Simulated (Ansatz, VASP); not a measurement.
Two plane-wave programs on Cr

```
CELL_PARAMETERS angstrom
0.00000 1.78905 1.78905
1.78905 0.00000 1.78905
1.78905 1.78905 0.00000
ATOMIC_POSITIONS crystal
Cr 0.00000 0.00000 0.00000
```

This isn't the form of Cr at room conditions, which is bcc.

Alike in both runs: task relaxation of cell and atoms; functional PBEsol; k mesh 20 × 20 × 20; occupations gaussian, width 0.1 eV; no spin polarisation.

```csv
,VASP,Ansatz
version,VASP 6.6.1,Ansatz 0.2.0
potentials or method,"VASP PAW PBE potentials, release 64 (Cr_pv)","scalar-relativistic, plane waves, PAW"
plane-wave cutoff (eV),600,420
valence electrons in the cell,12,14
```

```tsv
	VASP	Ansatz	Ansatz less VASP
gap on the k mesh at the Fermi level, each at its own relaxed structure (eV)	none	none	-
relaxed volume (Å³/atom)	11.43	11.45	+0.025
relaxed cell length with the largest relative difference (Å)	2.528	2.530	+0.0019
```

A gap of «none» marks a metal or a gap that the smearing closes. The two sets of potentials don't hold the same shells in valence.

Caveats: the PAW data sets were made with another functional, which shifts forces and pressure a little (VASP); the run has no spin polarisation, though such a crystal can be magnetic. Spin polarisation is off, so any magnetic state and its effect on volume and gap are missing.
